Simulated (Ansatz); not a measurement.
**CoSi2 and the effect of the fixed moment of the cell**

```cif
data_structure
_symmetry_space_group_name_H-M 'P 1'
_symmetry_Int_Tables_number 1
_cell_length_a 3.7873
_cell_length_b 3.7873
_cell_length_c 3.7873
_cell_angle_alpha 60.000
_cell_angle_beta 60.000
_cell_angle_gamma 60.000
_cell_volume 38.41
loop_
_atom_site_label
_atom_site_type_symbol
_atom_site_fract_x
_atom_site_fract_y
_atom_site_fract_z
_atom_site_occupancy
Co1 Co 0.00000 0.00000 0.00000 1
Si1 Si 0.75000 0.75000 0.75000 1
Si2 Si 0.25000 0.25000 0.25000 1
```

Kept alike: task single point; functional PBEsol; k mesh 7 × 7 × 7; occupations fermi-dirac, width 0.05 eV. Program: Ansatz, Ansatz PAW, cutoff 420 eV. The mesh is that of the run's cell of 3 atoms. No spin-orbit coupling.

```csv
"fixed moment of cell, M (μB)",pressure (GPa),largest site moment (μB),free energy over the lowest row (meV/atom)
0,-4.54,0.00,0.00
0.5,-3.67,0.27,38.08
1,-0.14,0.56,155.17
1.5,5.08,0.86,336.65
2,9.55,1.15,539.27
2.5,15.03,1.41,775.32
3,20.40,1.64,1050.08
4,31.10,2.13,1754.90
```

Pressure is positive in compression, with a Pulay correction for the finite cutoff. The runs hold the magnetic state that their start led to, which needn't be the lowest. Site moments count inside each atom's sphere or projector. All rows use potentials made for PBE.

Task: What does the fixed moment of the cell change here?

Result: The pressure rises from -4.54 to 31.10 GPa between 0 and 4 μB. The largest site moment rises from 0.00 to 2.13 μB between 0 and 4 μB. The free energy rises from 0.00 to 1754.90 meV/atom between 0 and 4 μB.
